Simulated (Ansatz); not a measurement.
# PbS under changes of volume

One of the cells (26.686 Å³/atom); the others are scaled copies at fixed shape and fractional positions:

```xyz
2
Lattice="2.1127 1.2197 3.4519 -2.1127 1.2197 3.4519 0.0000 -2.4395 3.4519" Properties=species:S:1:pos:R:3 pbc="T T T"
Pb    0.0000    0.0000   10.1545
S     0.0000    0.0000    4.9193
```

The cell is a database's computed one.

- Program: Ansatz 0.2.0
- Functional: PBE0
- Potentials or basis: Ansatz PAW
- Cutoff: 420 eV (not typed: the program's choice for these potentials)
- k mesh: 4 × 4 × 4
- Occupations: fermi-dirac, width 0.05 eV
- Spin: no spin polarisation

```csv
volume (Å³/atom),energy over the lowest point (meV/atom),pressure (GPa),gap on the mesh (eV),largest force (eV/Å)
25.085,?,?,?,?
25.618,7.73,2.5,1.34,0.014
26.152,1.74,1.1,1.43,0.020
26.686,0.00,-0.1,1.51,0.028
27.220,2.09,-1.2,1.59,0.035
27.753,7.63,-2.1,1.66,0.043
28.287,16.27,-3.0,1.73,0.050
```

Task: What does the run at 25.085 Å³/atom give?

Result: Energy over the lowest point 18.44 meV/atom; pressure 4.0 GPa; gap on the mesh 1.24 eV; largest force 0.008 eV/Å.

Worked out: A Birch-Murnaghan fit of order 3 (a polynomial in V^(-2/3)) to the other rows has its minimum at 26.65 Å³/atom with B0 = V·E''(V) = 58 GPa and B' = 4.2 at fixed shape and positions, which overstates the stiffness. It gives 18.43 meV/atom at 25.085 Å³/atom, against the run's 18.44, and -dE/dV = 4.0 GPa, against 4.0. A straight line through the other rows of the gap, of slope 3.92 eV per unit of ln V (its deformation potential), extrapolates to 1.26 eV, against the run's 1.24.

Energies are extrapolated to zero smearing.

Caveats: all runs use coarse meshes; spin-orbit coupling is left out, which as a rule narrows the gap of such compounds by several tenths of an eV; the PAW data sets come from PBE, with cores solved anew for the run's functional, which leaves a small shift of forces and pressure; the thresholds are loose for stress.

A mesh can miss the band edges.
